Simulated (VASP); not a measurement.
# MgO (P6_3/mmc) in VASP: notebook

Runs on MgO. Level: PBEsol. Tasks: single point.

All numbers are computed with VASP 6.6.1; they aren't measurements. Logs are shortened: lines on timing, memory, paths and dates and some standing lists are left out, and cuts for length are marked.

## 1. The cell of the first run

The structure is hexagonal, space group P6_3/mmc (No. 194). The conventional cell has a = 3.519 Å, b = 3.519 Å, c = 3.967 Å, α = 90.00°, β = 90.00°, γ = 120.00°. Mg (site symmetry -6m2) is surrounded by 5 O at 1.98 to 2.03 Å. Around O (site symmetry -6m2) lie 5 Mg at 1.98 to 2.03 Å.

Measurements of this composition are mostly on another form, of space group No. 225.

## 2. Single point, PBEsol (strained and moved within the space group)

Input file INCAR:

```
  PREC = Accurate
  ENCUT = 520
  EDIFF = 1E-6
  ISMEAR = 0
  SIGMA = 0.02
  LREAL = F
  LASPH = T
  NELM = 100
  ALGO = Normal
  ISIF = 2
  LWAVE = F
  LCHARG = T
  GGA = PS
  LELF = T
  LVHAR = T
  NBANDS = 16
```

Input file KPOINTS:

```
Automatic mesh
0
Gamma
  9 9 6
```

Input file POSCAR:

```
MgO
1.0
    3.5193589973      0.0000000000      0.0000000000
   -1.7596794987      3.0478542967      0.0000000000
    0.0000000000      0.0000000000      3.9668830167
Mg O
2 2
Direct
    0.6666666700      0.3333333300      0.7500000000
    0.3333333300      0.6666666700      0.2500000000
    0.6666666700      0.3333333300      0.2500000000
    0.3333333300      0.6666666700      0.7500000000
```

Potentials or basis: VASP PAW PBE potentials, release 64 (Mg, O).

Command:

```sh
$ cat potpaw_PBE.64/Mg/POTCAR potpaw_PBE.64/O/POTCAR > POTCAR
$ mpirun -np 1 vasp_std > vasp.out
```

OUTCAR:

```text
PREC = Accurate
   ENCUT = 520
   EDIFF = 1E-6
   ISMEAR = 0
   LREAL = F
   LASPH = T
   NELM = 100
   ISIF = 2
   GGA = PS

 ion  position               nearest neighbor table
   1  0.667  0.333  0.750-   3 1.98   3 1.98   4 2.03   4 2.03   4 2.03   2 2.84   2 2.84   2 2.84
                             2 2.84   2 2.84   2 2.84
   2  0.333  0.667  0.250-   4 1.98   4 1.98   3 2.03   3 2.03   3 2.03   1 2.84   1 2.84   1 2.84
                             1 2.84   1 2.84   1 2.84
   3  0.667  0.333  0.250-   1 1.98   1 1.98   2 2.03   2 2.03   2 2.03
   4  0.333  0.667  0.750-   2 1.98   2 1.98   1 2.03   1 2.03   1 2.03

  LATTYP: Found a hexagonal cell.
 ALAT       =     3.5193589973
 C/A-ratio  =     1.1271606619

  Lattice vectors:

 A1 = (   3.5193589973,   0.0000000000,   0.0000000000)
 A2 = (  -1.7596794987,   3.0478542967,   0.0000000000)
 A3 = (   0.0000000000,   0.0000000000,   3.9668830167)

Analysis of symmetry for initial positions (statically):
=====================================================================
 Subroutine PRICEL returns:
 Original cell was already a primitive cell.

 Routine SETGRP: Setting up the symmetry group for a
 hexagonal supercell.

 Subroutine GETGRP returns: Found 24 space group operations
 (whereof 12 operations were pure point group operations)
 out of a pool of 24 trial point group operations.

The static configuration has the point symmetry D_3d.
 The point group associated with its full space group is D_6h.

Analysis of symmetry for dynamics (positions and initial velocities):
=====================================================================
 Subroutine PRICEL returns:
 Original cell was already a primitive cell.

 Routine SETGRP: Setting up the symmetry group for a
 hexagonal supercell.

 Subroutine GETGRP returns: Found 24 space group operations
 (whereof 12 operations were pure point group operations)
 out of a pool of 24 trial point group operations.

The dynamic configuration has the point symmetry D_3d.
 The point group associated with its full space group is D_6h.

 Subroutine INISYM returns: Found 24 space group operations
 (whereof 12 operations are pure point group operations),
 and found     1 'primitive' translations

----------------------------------------------------------------------------------------

                                     Primitive cell

  volume of cell :      42.5507

  direct lattice vectors                    reciprocal lattice vectors
     3.519358997  0.000000000  0.000000000     0.284142652  0.164049837  0.000000000
    -1.759679499  3.047854297  0.000000000     0.000000000  0.328099674  0.000000000
     0.000000000  0.000000000  3.966883017     0.000000000  0.000000000  0.252087091

  length of vectors
     3.519358997  3.519358997  3.966883017     0.328099674  0.328099674  0.252087091

  position of ions in fractional coordinates (direct lattice)
     0.666666670  0.333333330  0.750000000
     0.333333330  0.666666670  0.250000000
     0.666666670  0.333333330  0.250000000
     0.333333330  0.666666670  0.750000000

  ion indices of the primitive-cell ions
   primitive index   ion index
                 1           1
                 2           2
                 3           3
                 4           4

----------------------------------------------------------------------------------------

 KPOINTS: Automatic mesh

Automatic generation of k-mesh.
 Grid dimensions read from file:
 generate k-points for:    9    9    6

 Generating k-lattice:

  Cartesian coordinates                     Fractional coordinates (reciprocal lattice)
     0.031571406  0.018227760  0.000000000     0.111111111 -0.000000000  0.000000000
     0.000000000  0.036455519  0.000000000     0.000000000  0.111111111  0.000000000
     0.000000000  0.000000000  0.042014515     0.000000000  0.000000000  0.166666667

  Length of vectors
     0.036455519  0.036455519  0.042014515

  Shift w.r.t. Gamma in fractional coordinates (k-lattice)
     0.000000000  0.000000000  0.000000000

 Subroutine IBZKPT returns following result:
 ===========================================

 Found     48 irreducible k-points:

 Following reciprocal coordinates:
            Coordinates               Weight
  0.000000  0.000000  0.000000      1.000000
  0.111111  0.000000  0.000000      6.000000
  0.222222  0.000000  0.000000      6.000000
  0.333333  0.000000  0.000000      6.000000
  0.444444  0.000000  0.000000      6.000000
  0.111111  0.111111  0.000000      6.000000
[... 16 lines left out ...]
  0.333333  0.222222  0.166667     24.000000
  0.333333  0.333333  0.166667      4.000000
 [... further k-points ...]
   k-points           NKPTS =     48   k-points in BZ     NKDIM =     48   number of bands    NBANDS=     16
   number of dos      NEDOS =    301   number of ions     NIONS =      4
   total plane-waves  NPLWV =  23520
   dimension x,y,z NGX =    28 NGY =   28 NGZ =   30
   dimension x,y,z NGXF=    56 NGYF=   56 NGZF=   60
   ions per type =               2   2
   NGX,Y,Z   is equivalent  to a cutoff of  13.23, 13.23, 12.57 a.u.
   NGXF,Y,Z  is equivalent  to a cutoff of  26.45, 26.45, 25.15 a.u.
 SYSTEM =  unknown system
   PREC   = accura    normal or accurate (medium, high low for compatibility)
   ISTART =      0    job   : 0-new  1-cont  2-samecut
   ICHARG =      2    charge: 1-file 2-atom 10-const
   ISPIN  =      1    spin polarized calculation?
   LNONCOLLINEAR =      F non collinear calculations
   LSORBIT =      F    spin-orbit coupling
   LASPH  =      T    aspherical Exc in radial PAW
   ENCUT  =  520.0 eV  38.22 Ry    6.18 a.u.   6.54  6.54  7.38*2*pi/ulx,y,z
   NELM   =    100;   NELMIN=  2; NELMDL= -5     # of ELM steps
   EDIFF  = 0.1E-05   stopping-criterion for ELM
   LREAL  =      F    real-space projection
   EDIFFG = 0.1E-04   stopping-criterion for IOM
   NSW    =      0    number of steps for IOM
   IBRION =     -1    ionic relax: 0-MD 1-quasi-New 2-CG
   NFREE  =      0    steps in history (QN), initial steepest desc. (CG)
   ISIF   =      2    stress and relaxation
   ISYM   =      2    0-nonsym 1-usesym 2-fastsym
   POTIM  = 0.5000    time-step for ionic-motion
   TEBEG  =    0.0;   TEEND  =   0.0 temperature during run
   PSTRESS=    0.0 pullay stress
   NELECT =      16.0000    total number of electrons
   NUPDOWN=      -1.0000    fix difference up-down
   EMIN   =  10.00;   EMAX   =-10.00  energy-range for DOS
   EFERMI =   0.00;   METHOD = LEGACY
   ISMEAR =     0;   SIGMA  =   0.02  broadening in eV -4-tet -1-fermi 0-gaus
   EFERMI_NEDOS =   21; number of points for ismear=-14 and -15
   IALGO  =     38    algorithm
   IMIX   =      4    mixing-type and parameters
     AMIX     =   0.40;   BMIX     =  1.00
     AMIX_MAG =   1.60;   BMIX_MAG =  1.00
  volume/ion in A,a.u.               =      10.64        71.79
  Fermi-wavevector in a.u.,A,eV,Ry     =   1.181623  2.232945 18.996917  1.396234
  Thomas-Fermi vector in A             =   2.317893
   LORBIT       =      0    0 simple, 1 ext, 2 COOP (PROOUT), +10 PAW based schemes
   GGA     = PS    functional components
   LHFCALC =     F    Hartree Fock is set to
   AEXX    =    0.0000 exact exchange contribution
   IVDW    =     0    specifies the selected vdW correction
   LEPSILON=     F    determine dielectric tensor
   LRPA    =     F    only Hartree local field effects (RPA)
 non-spin polarized calculation
 Gauss-broadening in eV      SIGMA  =   0.02
  energy-cutoff  :      520.00
  volume of cell :       42.55
 maximum number of plane-waves:      1173
 NGX is ok and might be reduce to    28
   NGX = 13   NGY = 13   NGZ = 15

 number of electron      15.9999991 magnetization

 Free energy of the ion-electron system (eV)
  ---------------------------------------------------
  ext. energy  EPLUGINS =         0.00000000
  ---------------------------------------------------
  free energy    TOTEN  =       -24.64171423 eV

  energy without entropy =      -24.64171423  energy(sigma->0) =      -24.64171423

 E-fermi :   2.1268     XC(G=0): -10.4404

 val. band max:        1.9905922099   @ k =   0.0000   0.0000   0.0000
 cond. band min:       5.5260988777   @ k =   0.0000   0.0000   0.0000
 fundamental gap:      3.5355066678
 Fermi energy:         2.1267505469

 k-point     1 :       0.0000    0.0000    0.0000
  band No.  band energies     occupation
      1     -14.9652      2.00000
      2     -13.3493      2.00000
      3      -1.5805      2.00000
      4       0.1483      2.00000
      5       0.1483      2.00000
      6       1.2881      2.00000
[... 8 lines left out ...]
     15      17.5924      0.00000
     16      17.8886      0.00000

 k-point     2 :       0.1111    0.0000    0.0000
  band No.  band energies     occupation
      1     -14.9019      2.00000
      2     -13.3687      2.00000
      3      -1.4888      2.00000
      4      -0.0288      2.00000
      5       0.0440      2.00000
      6       0.9933      2.00000
[... 8 lines left out ...]
     15      17.2334      0.00000
     16      17.4381      0.00000

 k-point     3 :       0.2222    0.0000    0.0000
  band No.  band energies     occupation
      1     -14.7268      2.00000
      2     -13.4324      2.00000
      3      -1.2261      2.00000
      4      -0.5645      2.00000
      5      -0.1736      2.00000
      6       0.5881      2.00000
[... 8 lines left out ...]
     15      16.5172      0.00000
     16      17.1309      0.00000

 k-point     4 :       0.3333    0.0000    0.0000
  band No.  band energies     occupation
      1     -14.4837      2.00000
      2     -13.5470      2.00000
      3      -1.1797      2.00000
      4      -0.8360      2.00000
      5      -0.3751      2.00000
      6       0.3611      2.00000
[... 8 lines left out ...]
     15      15.9804      0.00000
     16      17.3996      0.00000

 k-point     5 :       0.4444    0.0000    0.0000
  band No.  band energies     occupation
      1     -14.2637      2.00000
      2     -13.6818      2.00000
      3      -1.5512      2.00000
      4      -0.4906      2.00000
      5      -0.4470      2.00000
      6       0.2596      2.00000
[... 8 lines left out ...]
     15      16.5409      0.00000
     16      17.6427      0.00000

 k-point     6 :       0.1111    0.1111    0.0000
  band No.  band energies     occupation
      1     -14.7826      2.00000
      2     -13.4105      2.00000
      3      -1.3114      2.00000
      4      -0.3361      2.00000
      5      -0.1989      2.00000
      6       0.7293      2.00000
[... 8 lines left out ...]
     15      16.8240      0.00000
     16      16.8785      0.00000
[... 267 lines left out ...]
 k-point    21 :       0.4444    0.1111    0.1667
  band No.  band energies     occupation
      1     -14.1327      2.00000
      2     -13.7363      2.00000
      3      -1.7840      2.00000
      4      -0.6496      2.00000
      5      -0.5852      2.00000
      6       0.2377      2.00000
[... 8 lines left out ...]
     15      16.7633      0.00000
     16      17.5954      0.00000

 k-point    22 :       0.2222    0.2222    0.1667
  band No.  band energies     occupation
      1     -14.2820      2.00000
      2     -13.6434      2.00000
      3      -1.3475      2.00000
      4      -1.2563      2.00000
      5      -0.1669      2.00000
      6       0.2818      2.00000
[... 8 lines left out ...]
     15      17.1394      0.00000
     16      17.8048      0.00000

 k-point    23 :       0.3333    0.2222    0.1667
  band No.  band energies     occupation
      1     -14.0854      2.00000
      2     -13.7671      2.00000
      3      -1.6379      2.00000
      4      -1.0080      2.00000
      5      -0.5509      2.00000
      6       0.5319      2.00000
[... 8 lines left out ...]
     15      16.8849      0.00000
     16      18.1046      0.00000

 k-point    24 :       0.3333    0.3333    0.1667
  band No.  band energies     occupation
      1     -13.9133      2.00000
      2     -13.9133      2.00000
      3      -1.6465      2.00000
      4      -0.8537      2.00000
      5      -0.8537      2.00000
      6       0.8927      2.00000
[... 8 lines left out ...]
     15      16.6979      0.00000
     16      18.8349      0.00000

 [... further k-points ...]

------------------------ aborting loop because EDIFF is reached ----------------------------------------

  FORCE on cell =-STRESS in cart. coord.  units (eV):
  Direction    XX          YY          ZZ          XY          YZ          ZX
  --------------------------------------------------------------------------------------
  -------------------------------------------------------------------------------------
  Total        0.5181600      0.5181600      4.7792941     -0.0000000     -0.0000000      0.0000000
  in kB       19.5104499     19.5104499    179.9563481     -0.0000000     -0.0000000      0.0000000
  external PRESSURE =      72.9924159 kB  Pullay stress =       0.0000000 kB

 VOLUME and BASIS-vectors are now :
 -----------------------------------------------------------------------------
  energy-cutoff  :      520.00
  volume of cell :       42.55
      direct lattice vectors                 reciprocal lattice vectors
     3.519358997  0.000000000  0.000000000     0.284142652  0.164049837  0.000000000
    -1.759679499  3.047854297  0.000000000     0.000000000  0.328099674  0.000000000
     0.000000000  0.000000000  3.966883017     0.000000000  0.000000000  0.252087091

 POSITION                                       TOTAL-FORCE (eV/Angst)
 -----------------------------------------------------------------------------------
      1.75968      1.01595      2.97516         0.000000      0.000000      0.000000
     -0.00000      2.03190      0.99172         0.000000     -0.000000      0.000000
      1.75968      1.01595      0.99172         0.000000      0.000000      0.000000
     -0.00000      2.03190      2.97516        -0.000000     -0.000000      0.000000
 -----------------------------------------------------------------------------------
    total drift:                               -0.000004      0.000003     -0.000000

  FREE ENERGIE OF THE ION-ELECTRON SYSTEM (eV)
  ---------------------------------------------------
  free  energy   TOTEN  =       -24.6417142315 eV

  energy  without entropy=      -24.6417142315  energy(sigma->0) =      -24.64171423
```

It took 22 s on 1 thread of AMD EPYC 7R13 (Zen 3), shared host; peak memory 0.14 GiB.

Results:

| Quantity | Value |
| --- | --- |
| Free energy | -24.6417 eV |
| Pressure | 7.3 GPa |
| Band gap on the k mesh | 3.54 eV, direct |

Stress tensor (GPa, compression positive):
```
 1.95  0.00  0.00
 0.00  1.95  0.00
 0.00  0.00 18.00
```

Caveat: the PAW data sets were made with another functional, which shifts forces and pressure a little.

## 3. Single point, PBEsol (Mg replaced by Ca, lengths x 1.101, strained and moved within the space group)

Input file INCAR:

```
SYSTEM = CaO
  PREC = Accurate
  ENCUT = 520
  EDIFF = 1E-6
  ISMEAR = 0
  SIGMA = 0.1
  LREAL = .FALSE.
  LASPH = .TRUE.
  NELM = 100
  ALGO = Fast
  ISIF = 2
  LWAVE = .FALSE.
  LCHARG = .TRUE.
  GGA = PS
  LELF = .TRUE.
  LVHAR = .TRUE.
  NBANDS = 24
```

Input file KPOINTS:

```
regular mesh
0
G
  6 6 4
  0 0 0
```

Input file POSCAR:

```
CaO
1.0
    3.9245114740      0.0000000000      0.0000000000
   -1.9622557370      3.3987266339      0.0000000000
    0.0000000000      0.0000000000      4.4269822372
Ca O
2 2
Direct
    0.6666666700      0.3333333300      0.7500000000
    0.3333333300      0.6666666700      0.2500000000
    0.6666666700      0.3333333300      0.2500000000
    0.3333333300      0.6666666700      0.7500000000
```

Potentials or basis: VASP PAW PBE potentials, release 64 (Ca_sv, O).

Command:

```sh
$ cat potpaw_PBE.64/Ca_sv/POTCAR potpaw_PBE.64/O/POTCAR > POTCAR
$ mpirun -np 1 vasp_std > vasp.out
```

Wall time 42 s (1 thread of AMD EPYC 7R13 (Zen 3), shared host); peak memory 0.15 GiB.

It converged, with:

| Item | Value |
| --- | --- |
| Free energy | -26.1561 eV |
| Pressure | 12.1 GPa |
| Band gap on the k mesh | 3.06 eV, direct |

Stress tensor (GPa, compression positive):
```
 6.46  0.00  0.00
 0.00  6.46  0.00
 0.00  0.00 23.44
```

Levels at points of the mesh, in eV from the valence-band top:
| k point | band 12 | band 13 | band 14 | band 15 | band 16 | band 17 | band 18 | band 19 | band 20 | band 21 |
| --- | --- | --- | --- | --- | --- | --- | --- | --- | --- | --- |
| (0.00, 0.00, 0.00) | -1.54 | -1.52 | -1.52 | -0.87 | 0.00 | 3.06 | 6.04 | 6.04 | 8.49 | 8.72 |
| (0.50, 0.00, 0.00) | -1.36 | -1.13 | -0.71 | -0.66 | -0.54 | 4.43 | 5.09 | 5.22 | 7.72 | 8.17 |
| (0.00, 0.00, 0.50) | -2.04 | -1.75 | -1.75 | -1.75 | -1.75 | 4.93 | 4.93 | 8.26 | 8.26 | 8.26 |
| (0.50, 0.00, 0.50) | -2.55 | -1.51 | -1.51 | -1.14 | -1.14 | 5.36 | 5.36 | 7.76 | 7.76 | 8.45 |

Caveat: the PAW data sets were made with another functional, which shifts forces and pressure a little.
